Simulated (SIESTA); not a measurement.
## Au: equation of state with PBEsol

**What was measured.**

From “Exploring toroidal anvil profiles for larger sample volumes above 4 Mbar”, 2024, pmc:11102561, for a bulk crystal of Au: bulk modulus 167 GPa.

Crystal: Au.

```xyz
1
Lattice="0.0000 2.0350 2.0350 2.0350 0.0000 2.0350 2.0350 2.0350 0.0000" Properties=species:S:1:pos:R:3 pbc="T T T"
Au    0.0000    0.0000    0.0000
```

```yaml
Program: SIESTA 5.4.2
Task: equation of state
Functional: PBEsol
Potentials_or_basis: PseudoDojo 0.4 standard (PBEsol files)
Basis: DZP (energy shift 0.003 Ry; two zetas on semicore shells)
Grid_cutoff: 800 Ry
Energy_shift: 0.003 Ry
k_mesh: 11 × 11 × 11
Occupations: fermi-dirac, width 0.05 eV
Spin: no spin polarisation
```

- Equilibrium volume: 17.16 Å³/atom
- Bulk modulus: 171 GPa
- Pressure derivative of the bulk modulus: 5.3 (rough: it moves with the points fitted)

Energy against volume, from the lowest point:
```csv
volume (Å³/atom),energy (meV/atom)
15.843,63.55
16.181,33.76
16.518,13.81
16.855,2.67
17.192,0.00
17.529,4.12
17.866,14.11
```

All runs of the series together: 2.1 min on 1 thread of AMD EPYC 7R43 64-Core Processor (Zen 3), with other jobs on the host.

Measured bulk modulus of Au: 167 GPa (quoted in “Exploring toroidal anvil profiles for larger sample volumes above 4 Mbar”, 2024, pmc:11102561). This calculation gives 171 GPa (+2.4 %). The fit is for a static lattice scaled at fixed shape and fixed fractional positions.

Caveat: short orbitals over semicore shells can move pressures by several GPa; the basis of atomic orbitals isn't converged, which shifts pressures, moduli and gaps. Spin-orbit coupling is left out, which matters for the levels of Au.
